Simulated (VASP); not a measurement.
# WC (P-6m2) in VASP: a series of runs

The runs below take WC through relaxation of cell and atoms, with r2SCAN, r2SCAN+rVV10.

All numbers are computed with VASP 6.6.1; they aren't measurements. Logs are shortened: lines on timing, memory, paths and dates and some standing lists are left out, and cuts for length are marked.

**1. Starting point**

The structure is hexagonal, space group P-6m2 (No. 187). The conventional cell has a = 2.882 Å, b = 2.882 Å, c = 2.824 Å, α = 90.00°, β = 90.00°, γ = 120.00°. Around W (site symmetry -6m2) lie 6 C at 2.18 Å. Around C (site symmetry -6m2) lie 6 W at 2.18 Å.

**2. Relaxation of cell and atoms, r2SCAN**

Input file INCAR:

```
SYSTEM = WC
  PREC = Accurate
  ENCUT = 600
  EDIFF = 1E-7
  ISMEAR = 0
  SIGMA = 0.1
  LREAL = .FALSE.
  LASPH = .TRUE.
  NELM = 80
  ALGO = Normal
  ISIF = 3
  LWAVE = .FALSE.
  LCHARG = .FALSE.
  METAGGA = R2SCAN
  LMIXTAU = .TRUE.
  IBRION = 2
  NSW = 90
  EDIFFG = -0.005
```

Input file KPOINTS:

```
Automatic mesh
0
G
  18 18 14
  0 0 0
```

Input file POSCAR:

```
WC
1.0
    2.8820700000      0.0000000000      0.0000000000
   -1.4410350000      2.4959458400      0.0000000000
    0.0000000000      0.0000000000      2.8238700000
W C
1 1
Direct
    0.0000000000      0.0000000000      0.0000000000
    0.6666666700      0.3333333300      0.5000000000
```

Potentials or basis: VASP PAW PBE potentials, release 64 (W_sv, C).

Command:

```sh
cat potpaw_PBE.64/W_sv/POTCAR potpaw_PBE.64/C/POTCAR > POTCAR
mpirun -np 1 vasp_std > vasp.out
```

OUTCAR:

```text
SYSTEM = WC
   PREC = Accurate
   ENCUT = 600
   EDIFF = 1E-7
   ISMEAR = 0
   LREAL = .FALSE.
   LASPH = .TRUE.
   NELM = 80
   ISIF = 3
   METAGGA = R2SCAN
   IBRION = 2
   NSW = 90
   EDIFFG = -0.005

 ion  position               nearest neighbor table
   1  0.000  0.000  0.000-   2 2.18   2 2.18   2 2.18   2 2.18   2 2.18   2 2.18
   2  0.667  0.333  0.500-   1 2.18   1 2.18   1 2.18   1 2.18   1 2.18   1 2.18

  LATTYP: Found a hexagonal cell.
 ALAT       =     2.8820700000
 C/A-ratio  =     0.9798061810

  Lattice vectors:

 A1 = (   2.8820700000,   0.0000000000,   0.0000000000)
 A2 = (  -1.4410350000,   2.4959458400,   0.0000000000)
 A3 = (   0.0000000000,   0.0000000000,   2.8238700000)

Analysis of symmetry for initial positions (statically):
=====================================================================
 Subroutine PRICEL returns:
 Original cell was already a primitive cell.

 Routine SETGRP: Setting up the symmetry group for a
 hexagonal supercell.

 Subroutine GETGRP returns: Found 12 space group operations
 (whereof 12 operations were pure point group operations)
 out of a pool of 24 trial point group operations.

The static configuration has the point symmetry D_3h.

Analysis of symmetry for dynamics (positions and initial velocities):
=====================================================================
 Subroutine PRICEL returns:
 Original cell was already a primitive cell.

 Routine SETGRP: Setting up the symmetry group for a
 hexagonal supercell.

 Subroutine GETGRP returns: Found 12 space group operations
 (whereof 12 operations were pure point group operations)
 out of a pool of 24 trial point group operations.

The dynamic configuration has the point symmetry D_3h.

 Subroutine INISYM returns: Found 12 space group operations
 (whereof 12 operations are pure point group operations),
 and found     1 'primitive' translations

----------------------------------------------------------------------------------------

                                     Primitive cell

  volume of cell :      20.3135

  direct lattice vectors                    reciprocal lattice vectors
     2.882070000  0.000000000  0.000000000     0.346972835  0.200324860  0.000000000
    -1.441035000  2.495945840  0.000000000     0.000000000  0.400649719  0.000000000
     0.000000000  0.000000000  2.823870000     0.000000000  0.000000000  0.354123950

  length of vectors
     2.882070000  2.882070004  2.823870000     0.400649720  0.400649719  0.354123950

  position of ions in fractional coordinates (direct lattice)
     0.000000000  0.000000000  0.000000000
     0.666666670  0.333333330  0.500000000

  ion indices of the primitive-cell ions
   primitive index   ion index
                 1           1
                 2           2

----------------------------------------------------------------------------------------

 KPOINTS: Automatic mesh

Automatic generation of k-mesh.
 Grid dimensions read from file:
 generate k-points for:   18   18   14

 Generating k-lattice:

  Cartesian coordinates                     Fractional coordinates (reciprocal lattice)
     0.019276269  0.011129159  0.000000000     0.055555556  0.000000000  0.000000000
     0.000000000  0.022258318  0.000000000     0.000000000  0.055555556  0.000000000
     0.000000000  0.000000000  0.025294568     0.000000000  0.000000000  0.071428571

  Length of vectors
     0.022258318  0.022258318  0.025294568

  Shift w.r.t. Gamma in fractional coordinates (k-lattice)
     0.000000000  0.000000000  0.000000000

 Subroutine IBZKPT returns following result:
 ===========================================

 Found    296 irreducible k-points:

 Following reciprocal coordinates:
            Coordinates               Weight
  0.000000  0.000000  0.000000      1.000000
  0.055556  0.000000  0.000000      6.000000
  0.111111  0.000000  0.000000      6.000000
  0.166667  0.000000  0.000000      6.000000
  0.222222  0.000000  0.000000      6.000000
  0.277778  0.000000  0.000000      6.000000
[... 16 lines left out ...]
  0.333333  0.111111  0.000000     12.000000
  0.388889  0.111111  0.000000     12.000000
 [... further k-points ...]
   k-points           NKPTS =    296   k-points in BZ     NKDIM =    296   number of bands    NBANDS=     13
   number of dos      NEDOS =    301   number of ions     NIONS =      2
   total plane-waves  NPLWV =  13824
   dimension x,y,z NGX =    24 NGY =   24 NGZ =   24
   dimension x,y,z NGXF=    48 NGYF=   48 NGZF=   48
   ions per type =               1   1
   NGX,Y,Z   is equivalent  to a cutoff of  13.84, 13.84, 14.13 a.u.
   NGXF,Y,Z  is equivalent  to a cutoff of  27.69, 27.69, 28.26 a.u.
 SYSTEM =  WC
   PREC   = accura    normal or accurate (medium, high low for compatibility)
   ISTART =      0    job   : 0-new  1-cont  2-samecut
   ICHARG =      2    charge: 1-file 2-atom 10-const
   ISPIN  =      1    spin polarized calculation?
   LNONCOLLINEAR =      F non collinear calculations
   LSORBIT =      F    spin-orbit coupling
   LASPH  =      T    aspherical Exc in radial PAW
   ENCUT  =  600.0 eV  44.10 Ry    6.64 a.u.   5.76  5.76  5.64*2*pi/ulx,y,z
   NELM   =     80;   NELMIN=  2; NELMDL= -5     # of ELM steps
   EDIFF  = 0.1E-06   stopping-criterion for ELM
   LREAL  =      F    real-space projection
   EDIFFG = -.5E-02   stopping-criterion for IOM
   NSW    =     90    number of steps for IOM
   IBRION =      2    ionic relax: 0-MD 1-quasi-New 2-CG
   NFREE  =      1    steps in history (QN), initial steepest desc. (CG)
   ISIF   =      3    stress and relaxation
   ISYM   =      2    0-nonsym 1-usesym 2-fastsym
   POTIM  = 0.5000    time-step for ionic-motion
   TEBEG  =    0.0;   TEEND  =   0.0 temperature during run
   PSTRESS=    0.0 pullay stress
   NELECT =      18.0000    total number of electrons
   NUPDOWN=      -1.0000    fix difference up-down
   EMIN   =  10.00;   EMAX   =-10.00  energy-range for DOS
   EFERMI =   0.00;   METHOD = LEGACY
   ISMEAR =     0;   SIGMA  =   0.10  broadening in eV -4-tet -1-fermi 0-gaus
   EFERMI_NEDOS =   21; number of points for ismear=-14 and -15
   IALGO  =     38    algorithm
   IMIX   =      4    mixing-type and parameters
     AMIX     =   0.40;   BMIX     =  1.00
     AMIX_MAG =   1.60;   BMIX_MAG =  1.00
  volume/ion in A,a.u.               =      10.16        68.54
  Fermi-wavevector in a.u.,A,eV,Ry     =   1.572428  2.971459 33.640826  2.472531
  Thomas-Fermi vector in A             =   2.673864
   LORBIT       =      0    0 simple, 1 ext, 2 COOP (PROOUT), +10 PAW based schemes
   METAGGA = R2SCAN    functional components
   LHFCALC =     F    Hartree Fock is set to
   AEXX    =    0.0000 exact exchange contribution
   IVDW    =     0    specifies the selected vdW correction
   LEPSILON=     F    determine dielectric tensor
   LRPA    =     F    only Hartree local field effects (RPA)
 conjugate gradient relaxation of ions
 non-spin polarized calculation
 Gauss-broadening in eV      SIGMA  =   0.10
  energy-cutoff  :      600.00
  volume of cell :       20.31
 maximum number of plane-waves:       688
 NGX is ok and might be reduce to    24
   NGX = 11   NGY = 11   NGZ = 11

--------------------------------------- Ionic step        1  -------------------------------------------

 number of electron      18.0000000 magnetization

 Free energy of the ion-electron system (eV)
  ---------------------------------------------------
  ext. energy  EPLUGINS =         0.00000000
  ---------------------------------------------------
  free energy    TOTEN  =       -61.59129342 eV

  energy without entropy =      -61.58994670  energy(sigma->0) =      -61.59062006

------------------------ aborting loop because EDIFF is reached ----------------------------------------

  FORCE on cell =-STRESS in cart. coord.  units (eV):
  Direction    XX          YY          ZZ          XY          YZ          ZX
  --------------------------------------------------------------------------------------
  -------------------------------------------------------------------------------------
  Total        1.6961969      1.6961969      1.3391168      0.0000000     -0.0000000      0.0000000
  in kB      133.7834747    133.7834751    105.6196376      0.0000000     -0.0000000      0.0000000
  external PRESSURE =     124.3955291 kB  Pullay stress =       0.0000000 kB
[... 21 lines left out ...]
  energy  without entropy=      -61.5899467009  energy(sigma->0) =      -61.59062006

--------------------------------------- Ionic step        2  -------------------------------------------

 number of electron      17.9999999 magnetization

 E-fermi :   9.6997     XC(G=0): -14.3975

 val. band max:        9.6881739251   @ k =   0.0556   0.0556   0.3571
 cond. band min:       9.7180183547   @ k =   0.0556   0.0000   0.2857
 fundamental gap:      0.0298444296
 Fermi energy:         9.6997234928

 k-point     1 :       0.0000    0.0000    0.0000
  band No.  band energies     occupation
      1     -66.4386      2.00000
      2     -29.7391      2.00000
      3     -29.6705      2.00000
      4     -29.6705      2.00000
      5      -4.8230      2.00000
      6       5.7337      2.00000
      7       6.5756      2.00000
      8       6.5756      2.00000
      9       9.8448      0.04019
     10      12.7177      0.00000
     11      12.7177      0.00000
     12      15.1797      0.00000
     13      15.1797      0.00000
[... 353 lines left out ...]
 k-point    24 :       0.3889    0.1111    0.0000
  band No.  band energies     occupation
      1     -66.3968      2.00000
      2     -30.2456      2.00000
      3     -29.8561      2.00000
      4     -29.6577      2.00000
      5      -1.7243      2.00000
      6       3.0137      2.00000
      7       6.3498      2.00000
      8       6.4803      2.00000
      9       9.2293      2.00000
     10      11.5059      0.00000
     11      13.0522      0.00000
     12      14.1225      0.00000
     13      16.9885      0.00000

 [... further k-points ...]
[... 5 lines left out ...]
  --------------------------------------------------------------------------------------
  -------------------------------------------------------------------------------------
  Total       -3.8048442     -3.8048442     -4.2492252      0.0000000      0.0000000      0.0000000
  in kB     -268.3035894   -268.3035905   -299.6396965      0.0000000      0.0000000      0.0000000
  external PRESSURE =    -278.7489588 kB  Pullay stress =       0.0000000 kB
[... 129 lines left out ...]
  energy  without entropy=      -61.6130000979  energy(sigma->0) =      -61.61373579

--------------------------------------- Ionic step        6  -------------------------------------------

 number of electron      18.0000000 magnetization

 Free energy of the ion-electron system (eV)
  ---------------------------------------------------
  ext. energy  EPLUGINS =         0.00000000
  ---------------------------------------------------
  free energy    TOTEN  =       -61.61498991 eV

  energy without entropy =      -61.61357096  energy(sigma->0) =      -61.61428044

 E-fermi :  10.8308     XC(G=0): -14.9170

 val. band max:       10.8159738324   @ k =   0.3333   0.3333   0.0714
 cond. band min:      10.8434968393   @ k =   0.0556   0.0000   0.2143
 fundamental gap:      0.0275230068
 Fermi energy:        10.8308306561

 k-point     1 :       0.0000    0.0000    0.0000
  band No.  band energies     occupation
      1     -65.1170      2.00000
      2     -28.4197      2.00000
      3     -28.3225      2.00000
      4     -28.3225      2.00000
      5      -4.3305      2.00000
      6       6.4059      2.00000
      7       7.3857      2.00000
      8       7.3857      2.00000
      9      10.9665      0.05509
     10      14.2286      0.00000
     11      14.2286      0.00000
     12      16.7713      0.00000
     13      16.7713      0.00000
[... 353 lines left out ...]
 k-point    24 :       0.3889    0.1111    0.0000
  band No.  band energies     occupation
      1     -65.0545      2.00000
      2     -29.1048      2.00000
      3     -28.5737      2.00000
      4     -28.3056      2.00000
      5      -0.9261      2.00000
      6       3.7244      2.00000
      7       7.1402      2.00000
      8       7.2504      2.00000
      9      10.3119      2.00000
     10      12.8107      0.00000
     11      14.5542      0.00000
     12      15.8193      0.00000
     13      18.7546      0.00000

 [... further k-points ...]
[... 5 lines left out ...]
  --------------------------------------------------------------------------------------
  -------------------------------------------------------------------------------------
  Total       -0.0006936     -0.0006936     -0.0013563     -0.0000000      0.0000000      0.0000000
  in kB       -0.0531129     -0.0531129     -0.1038589     -0.0000000      0.0000000      0.0000000
  external PRESSURE =      -0.0700282 kB  Pullay stress =       0.0000000 kB
[... 17 lines left out ...]
  FREE ENERGIE OF THE ION-ELECTRON SYSTEM (eV)
  ---------------------------------------------------
  free  energy   TOTEN  =       -61.6149899086 eV

  energy  without entropy=      -61.6135709625  energy(sigma->0) =      -61.61428044

 reached required accuracy - stopping structural energy minimisation
```

It took 19 min on 1 thread of Intel Xeon Platinum 8375C at 2.90GHz (Ice Lake), shared host; peak memory 0.25 GiB.

Results:

```yaml
Free_energy: -61.6150 eV
Relaxed_volume: 10.46 Å³/atom
Relaxed_cell: a = 2.916 Å, b = 2.916 Å, c = 2.841 Å, α = 90.00°, β = 90.00°, γ = 120.00°
Space_group_after_relaxing_to_0.05_Å: P-6m2 (No. 187)
Energy_gained_by_relaxing: 11.8 meV/atom
Ionic_steps: 6
Pressure_after_relaxing: 0.0 GPa
Band_gap_on_the_k_mesh: none (metal or under the smearing width)
```

Step by step:
```csv
step,energy change (eV),largest force (eV/Å),pressure (GPa),volume (Å³)
1,0.0000,0.0000,12.44,20.31
2,0.1444,0.0000,-27.87,22.72
3,-0.0232,0.0000,-0.52,20.94
4,-0.0232,0.0000,-0.16,20.92
5,-0.0232,0.0000,0.17,20.92
6,-0.0237,0.0000,-0.01,20.92
```

Final structure:
```cif
data_structure
_symmetry_space_group_name_H-M 'P 1'
_symmetry_Int_Tables_number 1
_cell_length_a 2.9164
_cell_length_b 2.9164
_cell_length_c 2.8405
_cell_angle_alpha 90.000
_cell_angle_beta 90.000
_cell_angle_gamma 120.000
_cell_volume 20.92
loop_
_atom_site_label
_atom_site_type_symbol
_atom_site_fract_x
_atom_site_fract_y
_atom_site_fract_z
_atom_site_occupancy
W1 W 0.00000 0.00000 0.00000 1
C1 C 0.66667 0.33333 0.50000 1
```

Levels at points of the mesh, in eV from the Fermi level:
```tsv
k point	band 7	band 8	band 9	band 10	band 11	band 12
(0.00, 0.00, 0.00)	-3.45	-3.45	0.14	3.40	3.40	5.94
(0.50, 0.00, 0.00)	-3.69	-3.64	-0.50	2.49	4.70	5.06
(0.00, 0.00, 0.50)	-2.07	-2.07	-0.55	-0.55	3.84	4.83
(0.50, 0.00, 0.50)	-4.44	-4.33	0.23	4.57	5.45	6.92
```

Caveat: the PAW data sets were made with another functional, which shifts forces and pressure a little. Spin-orbit coupling is left out, which matters for the levels of W.

(Continued in part 2 of 3.)
